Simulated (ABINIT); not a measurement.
Runs of ABINIT 10.8.3 (patched build) on PbF2 (Fluorocronite). Symmetry: Fm-3m, No. 225, cubic system. Conventional cell: a = 5.927 Å, b = 5.927 Å, c = 5.927 Å, α = 90.00°, β = 90.00°, γ = 90.00°. Pb (site symmetry m-3m) has 8 F at 2.57 Å as nearest neighbours. F (site symmetry -43m) is surrounded by 4 Pb at 2.57 Å. 

| task | level | potentials or basis | k mesh | cutoff (eV) | fine-grid cutoff | gap on the mesh (eV) | pressure (GPa) |
| --- | --- | --- | --- | --- | --- | --- | --- |
| single point | PBEsol | JTH PAW PBE v2.0 | 6 × 6 × 6 | 626 | 1224.51 eV | 4.33 | -1.2 |
| single point | r2SCAN | JTH PAW PBE v2.0 | 5 × 5 × 5 | 762 | 1360.57 eV | 5.04 | -1.0 |
| band structure | RPBE | JTH PAW PBE v2.0 | 8 × 8 × 8 | 626 | 1224.51 eV | (b) | 5.7 |
| single point | LDA | JTH PAW LDA v2.0 | 5 × 5 × 5 | 626 | 1224.51 eV | 4.35 | -4.7 |
| band structure | LDA | JTH PAW LDA v2.0 sp | 8 × 8 × 8 | 626 | 1224.51 eV | 4.22 | -5.8 |
| band structure | HCTH407 | JTH PAW PBE v2.0 | 8 × 8 × 8 | 626 | 1224.51 eV | 4.88 | 5.9 |
| band structure | LDA | PseudoDojo NC SR LDA v0.4.1 standard | 8 × 8 × 8 | 1143 | - | (a) | -4.5 |

Alike in all rows: no spin polarisation; cell as given; smearing fermi-dirac 0.05 eV.

**Question.** Estimate the missing entries.

**Answer.** (a) 4.27; (b) 4.55.

Caveats: spin-orbit coupling is left out, which as a rule narrows the gap of such compounds by several tenths of an eV; the PAW data sets were made with another functional, which shifts forces and pressure a little (some runs); an odd mesh through Γ misses points on the zone boundary, where band edges often lie (some runs); this set keeps more shells in the core, which shifts pressures and gaps (some runs).

A k mesh can miss the band edges, and the runs leave out spin-orbit coupling on Pb.

The runs don't all hold the same shells in valence.

Runs at the PBE level aren't shown here.
